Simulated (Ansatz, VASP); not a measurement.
CuI in VASP and in Ansatz

File INCAR:

```
SYSTEM = CuI
ALGO = Normal
EDIFF = 1E-7
ENCUT = 520
GGA = CA
ISIF = 2
ISMEAR = -1
LASPH = .True.
LCHARG = .False.
LREAL = .False.
LWAVE = .False.
NBANDS = 26
NELM = 100
PREC = Accurate
SIGMA = 0.05
```

The input KPOINTS:

```
k-points
0
Gamma
  7 7 4
  0 0 0
```

Contents of POSCAR:

```
CuI
1.0
    4.0901961900      0.0000000000      0.0000000000
    0.0000000000      4.0901961900      0.0000000000
    0.0000000000      0.0000000000      6.5514580400
I Cu
2 2
Direct
    0.0000000000      0.5000000000      0.7430343600
    0.5000000000      0.0000000000      0.2569656400
    0.0000000000      0.0000000000      0.0000000000
    0.5000000000      0.5000000000      0.0000000000
```

File input.yaml:

```yaml
crystal:
  lattice:
    - [4.09019619, 0.0, 0.0]
    - [0.0, 4.09019619, 0.0]
    - [0.0, 0.0, 6.55145804]
  atoms:
    - { symbol: I, position: [0.0, 0.5, 0.74303436] }
    - { symbol: I, position: [0.5, 0.0, 0.25696564] }
    - { symbol: Cu, position: [0.0, 0.0, 0.0] }
    - { symbol: Cu, position: [0.5, 0.5, 0.0] }
hamiltonian:
  xc: lda
  pseudopotentials: { kind: paw }
kpoints:
  mp_grid: { grid: [7, 7, 4] }
  band_path:
    path:
      - [[0.0, 0.0, 0.0], [0.0, 0.5, 0.0], [0.5, 0.5, 0.0], [0.0, 0.0, 0.0], [0.0, 0.0, 0.5], [0.0, 0.5, 0.5], [0.5, 0.5, 0.5], [0.0, 0.0, 0.5]]
      - [[0.0, 0.5, 0.0], [0.0, 0.5, 0.5]]
      - [[0.5, 0.5, 0.0], [0.5, 0.5, 0.5]]
    npoints: 14
scf:
  occupations: { method: fermi_dirac, width: 0.05 }
  n_extra_bands: 10
output:
  forces: true
  stress: true
  eigenvalues: true
  fatbands: true
  write_density: true
  write_potential: true
  elf: true
  volumetric_format: npy
```

Measurements of this composition are mostly on another form, of space group No. 216.

Alike in both runs: functional LDA; k mesh 7 × 7 × 4; occupations fermi-dirac, width 0.05 eV; no spin polarisation.

```csv
,VASP,Ansatz
version,VASP 6.6.1,Ansatz 0.2.0
potentials or method,"VASP PAW LDA potentials, release 64 (I, Cu)",Ansatz PAW
plane-wave cutoff (eV),520,420
valence electrons in the cell,36,72
task,single point,band structure
```

VASP gave:

```
gap on the k mesh at the Fermi level (eV)       : 1.45
least direct gap on the mesh (eV)               : 1.45
pressure (GPa)                                  : -3.5
largest component of the traceless stress (GPa) : 0.11
rms of the force components (eV/Å)              : 0.193
```

Q: Estimate Ansatz's values.

A: gap on the k mesh at the Fermi level (eV): 1.41; least direct gap on the mesh (eV): 1.41; pressure (GPa): -3.6; largest component of the traceless stress (GPa): 0.15; rms of the force components (eV/Å): 0.200.

Atom by atom the forces differ by 0.007 eV/Å (rms over components). The two sets of potentials don't hold the same shells in valence.

Caveats: spin-orbit coupling is left out, which moves the levels of the heavy elements; the PAW data sets come from PBE, with cores solved anew for the run's functional, which leaves a small shift of forces and pressure (Ansatz).
